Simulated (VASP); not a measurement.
Crystal: CdSe.

```xyz
2
Lattice="0.0000 3.0462 3.0462 3.0462 0.0000 3.0462 3.0462 3.0462 0.0000" Properties=species:S:1:pos:R:3 pbc="T T T"
Cd    0.0000    0.0000    0.0000
Se    1.5231    1.5231    1.5231
```

The cell was built by a generator and needn't be a form met in nature.

Base run:

| Property | Result |
| --- | --- |
| Program | VASP 6.6.1 |
| Functional | PBEsol |
| Potentials or basis | VASP PAW PBE potentials, release 64 (Cd, Se) |
| Cutoff | 520 eV |
| k mesh | 8 × 8 × 8 |
| Occupations | gaussian, width 0.03 eV |
| Spin | no spin polarisation |

Its results: band gap on the k mesh 0.47 eV, direct; pressure 0.1 GPa.

Task: The run is repeated on the same cell with these changes: functional from PBEsol to LDA; potentials or basis from VASP PAW PBE potentials, release 64 (Cd, Se) to VASP PAW LDA potentials, release 64 (Cd, Se). What comes out?

Result: Band gap on the k mesh 0.35 eV, direct; pressure -1.8 GPa.

Caveats: the PAW data sets were made with another functional, which shifts forces and pressure a little (some runs).
